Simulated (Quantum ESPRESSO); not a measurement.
# CdS (Hawleyite) in Quantum ESPRESSO: the effect of functional

The system is CdS (Hawleyite).

```
Cd S
1.0
     0.00000    2.91650    2.91650
     2.91650    0.00000    2.91650
     2.91650    2.91650    0.00000
Cd S
1 1
Direct
  0.00000 0.00000 0.00000
  0.75000 0.75000 0.75000
```

Alike in all runs:

* Program: Quantum ESPRESSO 7.5
* Task: dielectric tensor
* Cutoff: 612 eV
* Density cutoff: 4898 eV
* k mesh: 8 × 8 × 8, shifted
* Occupations: fermi-dirac, width 0.05 eV
* Spin: no spin polarisation

Question: One run gave: pressure 6.4 GPa; dielectric constant 6.23 mean. Which functional did it use?
A. LDA
B. WC
C. PBEsol
D. BLYP
E. PBE

Answer: D.

```tsv
functional	potentials or basis	pressure (GPa)	dielectric constant (mean)
LDA	GBRV 1.5 LDA	-2.1	6.77
PBE	GBRV 1.5 PBE	3.2	6.19
PBEsol	GBRV 1.5 PBEsol	0.0	6.47
WC	GBRV 1.5 PBE	0.2	6.55
BLYP	GBRV 1.5 PBE	6.4	6.23
AM05	GBRV 1.5 PBE	0.7	6.33
```

Caveats: the potentials were made for another functional, which shifts forces and pressure (some runs); the cell is more than 3 GPa from zero pressure, which shifts response properties (some runs).
